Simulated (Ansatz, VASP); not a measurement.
**Cross-check of ZnO (zincite) between VASP and Ansatz**

Aim: how closely do two programs agree when they are given the same cell, functional and k mesh? The cell is taken from a series of runs on this material, whose earlier steps may have relaxed, scaled, displaced or heated it; both programs get it as it stands.

Program: Ansatz 0.2.0. Level of theory: plane waves, with VASP 6.6.1 beside it; single point at LDA. Results are calculated unless marked as measured.

### Step 1. The starting structure

The structure is hexagonal, space group P6_3mc (No. 186). Conventional cell: a = 3.249 Å, b = 3.249 Å, c = 5.206 Å, α = 90.00°, β = 90.00°, γ = 120.00°. Nearest to Zn lie 4 O at 1.97 to 1.98 Å. Nearest to O lie 4 Zn at 1.97 to 1.98 Å. Farther neighbours and most contacts between anions are not listed.

### Step 2. Ansatz: single point, LDA

Ansatz runs on its default PAW (the set named soft_2) files.

With cell and atoms fixed, the geometry can't cause a difference; cores, projectors, grids and the points listed under the comparison can.

File input.yaml:

```yaml
crystal:
  lattice:
    - [3.249308, 0.0, 0.0]
    - [-1.624654, 2.8139832727, 0.0]
    - [0.0, 0.0, 5.205709]
  atoms:
    - { symbol: Zn, position: [0.6666666667, 0.3333333333, 0.0] }
    - { symbol: Zn, position: [0.3333333333, 0.6666666667, 0.5] }
    - { symbol: O, position: [0.3333333333, 0.6666666667, 0.87901] }
    - { symbol: O, position: [0.6666666667, 0.3333333333, 0.37901] }
hamiltonian:
  xc: lda
  pseudopotentials: { kind: paw }
kpoints:
  mp_grid: { grid: [11, 11, 6] }
scf:
  occupations: { method: gaussian, width: 0.01 }
  n_extra_bands: 5
output:
  forces: true
  stress: true
  eigenvalues: true
  write_density: true
  write_potential: true
  elf: true
  volumetric_format: npy
```

Run with:

```bash
ansatz run input.yaml --threads 2 --pin off --max-ram 4608MiB --backend cpu --events-out ev --progress --plain --runs-dir out
```

Numbers of over 12 decimals in the logs are rounded to 6 here.

Output:

```text
scf.n_extra_bands = 5 over 18 filled bands (N_el = 36.0): the run solves 23 bands
Engine: ansatz 0.2.0, aarch64-unknown-linux-gnu
Pseudopotentials: kind: paw
Pseudopotential: Zn, paw, valence charge 12, recommended cutoff 420 eV (normal), Zn.paw.azcp
Pseudopotential: O, paw, valence charge 6, recommended cutoff 420 eV (normal), O.paw.azcp
Functional definition: SPW92
  exchange = slater_x
  correlation = pw_c
Crystal: 4 atoms, lattice volume = 47.598 Å³
Basis set: ecut = 420 eV, 941 PW (Γ)
Bands: 23, of which v1, the nominal top of the filled ones, is band 18 counted from 1 (17 counted from 0)
Symmetry: 12 space group operations
Space group: P63mc (ITA 186), of the structure as read, at distance tolerance 3.6e-5 Å
k-points: 64 of 726 (time reversal used)
Non-local potential: Zn, projectors of the file, l = 0: 2, l = 1: 2, l = 2: 3, l = 3: 1
Non-local potential: O, projectors of the file, l = 0: 2, l = 1: 2, l = 2: 1
PAW form: soft (Blöchl's): semilocal exchange-correlation on the pseudo side does not see the compensation charge
PAW frozen core: Zn, regenerated for the run's functional, and the local potential with it (the file was generated under x = pbe(κ = 0.804, μ = 0.219515), c = pbe(β = 0.066725))
PAW frozen core: O, regenerated for the run's functional, and the local potential with it (the file was generated under x = pbe(κ = 0.804, μ = 0.219515), c = pbe(β = 0.066725))
PAW one-centre angular grid: Zn, 590 points (default); XC on 64 Gauss nodes
PAW one-centre angular grid: O, 110 points (default); XC on 64 Gauss nodes
Initial density: superposition of atomic densities (neutral atoms: chi_scale 0, normalization atom), corrected by the library's trained network
Initial wavefunctions: pseudopotential atomic-orbital guess
Functional: x = slater, c = lda
SCF iter   1: F=—  HF=-7603.923510 eV  |F-HF|=—  |Δ(HF+E_count)|=         —  Δρ=1.87e-2  dr2=1.43e-1  ethr=1.77e-3  ⟨swp⟩=6.1  Hψ=6596  notcnv=0
preconditioner: auto → Resta (q_TF=auto, 2.604 Å⁻¹)  ε∞=7.0  [insulator: Δε(μ)=0.553 eV  Ē_g=13.228 eV  σ=0.010 eV  W_gap=1.00  n_scr=22 (ndim 8)  ℏωp=32.3 eV  f_vac=0.035  D(μ)=0.00/eV (n_scr^D=0)  ε∞_Penn≈7.0]
SCF iter   2: F=—  HF=-7603.887038 eV  |F-HF|=—  |Δ(HF+E_count)|=   3.65e-2  Δρ=3.92e-3  dr2=2.62e-3  ethr=3.97e-4  ⟨swp⟩=3.0  Hψ=3401  notcnv=0  defer=64
SCF iter   3: F=—  HF=-7603.886296 eV  |F-HF|=—  |Δ(HF+E_count)|=   7.42e-4  Δρ=2.06e-3  dr2=1.15e-3  ethr=7.27e-6  ⟨swp⟩=3.0  Hψ=2814  notcnv=0  defer=64
SCF iter   4: F=—  HF=-7603.885916 eV  |F-HF|=—  |Δ(HF+E_count)|=   3.80e-4  Δρ=3.78e-4  dr2=3.80e-5  ethr=3.21e-6  ⟨swp⟩=3.0  Hψ=2799  notcnv=0  defer=64
SCF iter   5: F=—  HF=-7603.885911 eV  |F-HF|=—  |Δ(HF+E_count)|=   5.52e-6  Δρ=1.46e-4  dr2=9.61e-6  ethr=1.05e-7  ⟨swp⟩=2.0  Hψ=2432  notcnv=0  defer=64
SCF iter   6: F=—  HF=-7603.885911 eV  |F-HF|=—  |Δ(HF+E_count)|=   2.66e-7  Δρ=6.34e-5  dr2=1.85e-6  ethr=2.67e-8  ⟨swp⟩=3.0  Hψ=2647  notcnv=0  defer=64
SCF iter   7: F=—  HF=-7603.885911 eV  |F-HF|=—  |Δ(HF+E_count)|=   2.28e-7  Δρ=1.91e-5  dr2=1.80e-7  ethr=5.15e-9  ⟨swp⟩=2.2  Hψ=2453  notcnv=0  defer=64
SCF iter   8: F=-7603.885911 eV  HF=-7603.885911 eV  |F-HF|=5.84e-10  |Δ(HF+E_count)|=   1.85e-8  Δρ=2.51e-6  dr2=4.13e-9  ethr=2.78e-10  ⟨swp⟩=10.9  Hψ=9486  notcnv=0
SCF 1 converged in 8 iterations: F = -7603.885911 eV  dr2 = 4.13e-9
  greatest PAW one-centre occupation: 0.987 electrons in one spin orbital (limit 2), on the Zn atom at site 0 (counted from 0), in its partial waves of l = 2
SCF converged after 8 iterations
Free energy (F): -7603.885911 eV
Harris-Foulkes:  -7603.885911 eV  (|F-HF|=5.84e-10)
Internal energy: -7603.885911 eV  (E = F + TS)
E sigma→0 (E₀):  -7603.885911 eV
Fermi energy:    7.134891 eV
--- Per-component energies (eV) ---
  E_band       = 48.674840
  E_kinetic    = 609.295176
  E_local      = -4008.062093  (includes V_loc(G=0)·N_el)
  E_nonlocal   = 1343.909390
  E_hartree    = 1638.572372
  E_xc         = -413.441479
  E_vxc        = -290.332074  (∫ρ·V_xc dr)
  E_paw        = -3814.877007  (= ΣΔE_a)
  E_vpaw       = -883.287598  (= ΣTr[D̂ρ^β])
  E_aug_tail   = 0.004350  (compensation charges beyond the density's cutoff)
  E_ewald      = -2962.594745
  E_core_change = 3.308126  (= ΣΔE_core)
  E_smearing   = -0.000000  (= −TS)
  E_closure    = 0.000000  (closes the sum)
  Σ components = -7603.885911   (vs F -7603.885911, Δ=0.00e0)
--- Forces (eV/Å), atoms counted from 1 ---
  atom   1  Zn    -0.00000000     0.00000000    -0.05145533
  atom   2  Zn    -0.00000000    -0.00000000    -0.05145533
  atom   3  O     -0.00000000     0.00000000     0.05141819
  atom   4  O     -0.00000000    -0.00000000     0.05141819
  max |Σ_I F_I| component: 7.43e-5 eV/Å
--- Stress (GPa, compression-positive) ---
       -7.650499       0.000000       0.000000
        0.000000      -7.650499      -0.000000
       -0.000000      -0.000000      -5.913680
  P = ⅓ Tr σ = -7.0716 GPa (-70.716 kbar)
--- Band table (eV; the first three rows and the last of 64) ---
  k-point 0: bands = [... 14 lower, 5.9481, 6.6944, 6.7671, 6.7671, 7.5026, 11.8506, 14.8873, 19.4318, ... 1 higher]
  k-point 1: bands = [... 14 lower, 6.0039, 6.1226, 6.7127, 6.7127, 8.1593, 11.6291, 15.0852, 19.4360, ... 1 higher]
  k-point 2: bands = [... 14 lower, 6.1563, 6.1563, 6.5660, 6.5660, 9.1547, 11.0227, 15.6834, 18.1185, ... 1 higher]
  k-point 63: bands = [... 14 lower, 4.1335, 4.1335, 5.5265, 5.5265, 14.0776, 14.0776, 15.0278, 15.0278, ... 1 higher]
```

The run ends at a pressure of -7.07 GPa, with forces up to 0.051 eV/Å.

### Step 3. VASP: single point, LDA

The same cell, functional (in two slightly different forms), mesh and smearing now go to VASP, with its own data sets and cutoff.

Lines of VASP's logs that name or quote its potential files are left out, and so is its time.

File INCAR:

```
SYSTEM = ZnO
PREC = Accurate
ENCUT = 520
EDIFF = 1E-06
NELM = 100
ISMEAR = 0
SIGMA = 0.01
LREAL = .FALSE.
ALGO = Normal
GGA = PW92
NBANDS = 24
LORBIT = 11
LWAVE = .FALSE.
LCHARG = .FALSE.
KPAR = 2
ISIF = 2
```

File POSCAR:

```
ZnO
1.0
    3.2493080000      0.0000000000      0.0000000000
   -1.6246540000      2.8139832727      0.0000000000
    0.0000000000      0.0000000000      5.2057090000
Zn O
2 2
Direct
    0.6666666667      0.3333333333      0.0000000000
    0.3333333333      0.6666666667      0.5000000000
    0.3333333333      0.6666666667      0.8790100000
    0.6666666667      0.3333333333      0.3790100000
```

File KPOINTS:

```
Automatic mesh
0
Gamma
11 11 6
0 0 0
```

Potentials, in the order of the species: Zn and O (LDA family, release 64).

Run with:

```bash
mpirun -np 2 vasp_std
```

Output:

```text
[banner, memory and clock lines left out]
running    2 mpi-ranks, on    1 nodes
 distrk:  each k-point on    1 cores,    2 groups
 distr:  one band on    1 cores,    1 groups

 POSCAR found type information on POSCAR ZnO
 POSCAR found :  2 types and       4 ions
|                                                                             |
|               ----> ADVICE to this user running VASP <----                  |
|                                                                             |
|     You enforced a specific xc type in the INCAR file but a different       |
|     [... a line on the potential file left out ...]
|     I HOPE YOU KNOW WHAT YOU ARE DOING!                                     |
|                                                                             |

 LDA part: xc-table for (Slater(with rela. corr.)+PW92), standard interpolation
 POSCAR, INCAR and KPOINTS ok, starting setup
 FFT: planning ... GRIDC
 FFT: planning ... GRID_SOFT
 FFT: planning ... GRID
 WAVECAR not read
 entering main loop
       N       E                     dE             d eps       ncg     rms          rms(c)
DAV:   1     0.282180780929E+03    0.28218E+03   -0.18582E+04  3096   0.219E+03
DAV:   2     0.337523949713E+01   -0.27881E+03   -0.26528E+03  3376   0.425E+02
DAV:   3    -0.237814896769E+02   -0.27157E+02   -0.26952E+02  3512   0.140E+02
DAV:   4    -0.242049619234E+02   -0.42347E+00   -0.42325E+00  3552   0.185E+01
DAV:   5    -0.242076405018E+02   -0.26786E-02   -0.26785E-02  3512   0.140E+00    0.145E+01
DAV:   6    -0.210672977674E+02    0.31403E+01   -0.85058E+00  5336   0.669E+01    0.916E+00
DAV:   7    -0.211961677430E+02   -0.12887E+00   -0.25046E+00  3256   0.177E+01    0.540E+00
DAV:   8    -0.211857401269E+02    0.10428E-01   -0.69429E-01  4128   0.758E+00    0.170E+00
DAV:   9    -0.211308261117E+02    0.54914E-01   -0.12988E-01  4592   0.706E+00    0.344E-01
DAV:  10    -0.211331424291E+02   -0.23163E-02   -0.41224E-02  3088   0.146E+00    0.937E-02
DAV:  11    -0.211330822089E+02    0.60220E-04   -0.60915E-04  4264   0.344E-01    0.228E-02
DAV:  12    -0.211330785290E+02    0.36799E-05   -0.76227E-05  3520   0.277E-01    0.733E-03
DAV:  13    -0.211330808309E+02   -0.23020E-05   -0.10368E-05  4568   0.681E-02    0.115E-02
DAV:  14    -0.211330790220E+02    0.18089E-05   -0.44525E-06  3072   0.188E-02    0.318E-03
DAV:  15    -0.211330789678E+02    0.54235E-07   -0.28968E-07  1728   0.583E-03
   1 F= -.21133079E+02 E0= -.21133079E+02  d E =-.656826E-22
```

Parts of OUTCAR (step 3):

```text
ion  position               nearest neighbor table
   1  0.667  0.333  0.000-   4 1.97   3 1.98   3 1.98   3 1.98
   2  0.333  0.667  0.500-   3 1.97   4 1.98   4 1.98   4 1.98
   3  0.333  0.667  0.879-   2 1.97   1 1.98   1 1.98   1 1.98
   4  0.667  0.333  0.379-   1 1.97   2 1.98   2 1.98   2 1.98

  LATTYP: Found a hexagonal cell.
 ALAT       =     3.2493080000
 C/A-ratio  =     1.6020977390

 Subroutine GETGRP returns: Found 12 space group operations
 (whereof  6 operations were pure point group operations)

The static configuration has the point symmetry C_3v.
 The point group associated with its full space group is C_6v.

 Found     64 irreducible k-points:

   k-points           NKPTS =     64   k-points in BZ     NKDIM =     64   number of bands    NBANDS=     24

   dimension x,y,z NGX =    24 NGY =   24 NGZ =   40
   dimension x,y,z NGXF=    48 NGYF=   48 NGZF=   80

   ENCUT  =  520.0 eV  38.22 Ry    6.18 a.u.   6.04  6.04  9.68*2*pi/ulx,y,z

   NELECT =      36.0000    total number of electrons

 k-points in reciprocal lattice and weights: Automatic mesh
   0.00000000  0.00000000  0.00000000       0.001
   0.09090909  0.00000000  0.00000000       0.008
   0.18181818  0.00000000  0.00000000       0.008
   0.27272727  0.00000000  0.00000000       0.008
   0.36363636 -0.00000000  0.00000000       0.008
   0.45454545  0.00000000  0.00000000       0.008
   0.09090909  0.09090909  0.00000000       0.008
   0.18181818  0.09090909  0.00000000       0.017
   0.27272727  0.09090909  0.00000000       0.017
[...]
0.27272727  0.27272727  0.50000000       0.008
   0.36363636  0.27272727  0.50000000       0.008

 average (electrostatic) potential at core
       1 -37.0758       2 -37.0758       3 -74.3287       4 -74.3287

 E-fermi :   0.9375

 k-point     1 :       0.0000    0.0000    0.0000
  band No.  band energies     occupation
    ...
     14       0.0542      2.00000
     15       0.0542      2.00000
     16       0.8035      2.00000
     17       0.8743      2.00000
     18       0.8743      2.00000
     19       1.6223      0.00000
     20       5.9651      0.00000
     21       9.0048      0.00000
     22      13.5222      0.00000
     23      13.5222      0.00000
    ...

 k-point     2 :       0.0909    0.0000    0.0000
  band No.  band energies     occupation
    ...
     14      -0.2543      2.00000
     15      -0.0589      2.00000
     16       0.3237      2.00000
     17       0.7473      2.00000
     18       0.8152      2.00000
     19       2.2770      0.00000
     20       6.3132      0.00000
     21       8.9981      0.00000
     22      12.6641      0.00000
     23      13.6048      0.00000
    ...

 k-point     3 :       0.1818    0.0000    0.0000
  band No.  band energies     occupation
    ...
     14      -1.0159      2.00000
     15      -0.3654      2.00000
     16      -0.3603      2.00000
     17       0.5748      2.00000
     18       0.6503      2.00000
     19       3.2776      0.00000
     20       7.1315      0.00000
     21       8.9668      0.00000
     22      11.2534      0.00000
     23      13.0536      0.00000
    ...

  Total       -2.0190932     -2.0190932     -1.4838858      0.0000000      0.0000000      0.0000000
  in kB      -67.9633333    -67.9633333    -49.9480785      0.0000000      0.0000000      0.0000000
  external PRESSURE =     -61.9582484 kB  Pullay stress =       0.0000000 kB

  energy-cutoff  :      520.00
  volume of cell :       47.60
      direct lattice vectors                 reciprocal lattice vectors
     3.249308000  0.000000000  0.000000000     0.307757836  0.177684070  0.000000000
    -1.624654000  2.813983273  0.000000000     0.000000000  0.355368139  0.000000000
     0.000000000  0.000000000  5.205709000     0.000000000  0.000000000  0.192096792

 POSITION                                       TOTAL-FORCE (eV/Angst)
 -----------------------------------------------------------------------------------
      1.62465      0.93799      0.00000         0.000000     -0.000000     -0.055249
     -0.00000      1.87599      2.60285        -0.000000      0.000000     -0.055249
     -0.00000      1.87599      4.57587        -0.000000     -0.000000      0.055249
      1.62465      0.93799      1.97302         0.000000      0.000000      0.055249
 -----------------------------------------------------------------------------------
    total drift:                               -0.000000     -0.000001     -0.000168

  FREE ENERGIE OF THE ION-ELECTRON SYSTEM (eV)
  ---------------------------------------------------
  free  energy   TOTEN  =       -21.1330789678 eV

  energy  without entropy=      -21.1330789678  energy(sigma->0) =      -21.13307897

 total charge
# of ion       s       p       d       tot
------------------------------------------
    1        0.467   0.499   9.901  10.868
    2        0.467   0.499   9.901  10.868
    3        1.537   3.435   0.000   4.972
    4        1.537   3.435   0.000   4.972
--------------------------------------------------
tot          4.008   7.868  19.803  31.679

[... 3 further parts left out ...]
```

The run ends at a pressure of -6.20 GPa, with forces up to 0.055 eV/Å.

### Step 4. Comparison

Known differences besides the potentials themselves: the cutoff is 420 eV in Ansatz and 520 eV in VASP; VASP's log shows a relativistic correction to its local exchange, Ansatz's none. Total energies have different zeros and are not compared.

Compared:

| quantity | Ansatz | VASP | difference |
| --- | --- | --- | --- |
| pressure (GPa) | -7.07 | -6.20 | -0.88 |
| pressure without Ansatz's Pulay correction (GPa) | -7.97 | -6.20 | -1.78 |
| gap on the k mesh (eV) | 0.735 | 0.748 | -0.013 |

Forces (eV/Å; atoms numbered as in POSCAR):

| atom | Ansatz x, y, z | VASP x, y, z |
| --- | --- | --- |
| Zn1 | 0.000, 0.000, -0.051 | 0.000, 0.000, -0.055 |
| Zn2 | 0.000, 0.000, -0.051 | 0.000, 0.000, -0.055 |
| O3 | 0.000, 0.000, 0.051 | 0.000, 0.000, 0.055 |
| O4 | 0.000, 0.000, 0.051 | 0.000, 0.000, 0.055 |

The forces differ by 2.2 meV/Å r.m.s., which is 6.9 % of the r.m.s. force of 0.03 eV/Å (both taken over all components). A gap on the mesh is an upper bound, since the band edges may lie between its points. Ansatz's pressure holds a Pulay correction of 0.90 GPa; VASP's holds none.

### Step 5. Further runs

Further runs change the set-up of one program: Ansatz's method, potentials or start, or VASP's data sets, cutoff or form of LDA. The table gives Ansatz less VASP for each quantity, since a change that brings one quantity closer may part another.

| run | r.m.s. force difference (meV/Å) | pressure (GPa) | gap on the k mesh (eV) | pressure without Ansatz's Pulay correction (GPa) |
| --- | --- | --- | --- | --- |
| as above | 2.2 | -0.88 | -0.013 | -1.8 |
| VASP with the data sets Zn_sv_GW and O_GW, a cutoff of 670 eV and GGA = CA, the Perdew-Zunger form of LDA | 2.0 | 0.39 | -0.021 | -0.52 |
| VASP with the data sets Zn and O_h, a cutoff of 1230 eV and GGA = CA, the Perdew-Zunger form of LDA | 2.1 | -0.83 | -0.0092 | -1.7 |

### Step 6. Results

```yaml
r_m_s_force_difference_single_point_lda: 2.2 meV/Å
difference_in_pressure_single_point_lda: -0.88 GPa
```

What this shows: The difference in pressure is -0.88 GPa (single point, LDA), within the 1 GPa picked in this series as the mark of a large difference. Single point, LDA, VASP with the data sets Zn_sv_GW and O_GW, a cutoff of 670 eV and GGA = CA, the Perdew-Zunger form of LDA: the difference in pressure goes from -0.88 to 0.39 GPa; the difference in gap on the k mesh goes from -0.013 to -0.021 eV; the difference in pressure without Ansatz's Pulay correction goes from -1.8 to -0.52 GPa. Single point, LDA, VASP with the data sets Zn and O_h, a cutoff of 1230 eV and GGA = CA, the Perdew-Zunger form of LDA: the difference in gap on the k mesh goes from -0.013 to -0.0092 eV. Such differences can come from data sets, numerical settings and the points named under the comparisons, not from the functional's error against experiment.

[Lines on the potential files, build, host, timing and source positions are cut from VASP's logs without a mark.]

[Logs are printed without paths, hosts, clocks, repeated set-up lines and the standing remarks that a program may print on its own settings, such as how far it seeks lower states.]

[Hosts, paths, dates, database ids (printed as entryN), source tags and the programs' standing remarks are cut or masked in the printed files.]
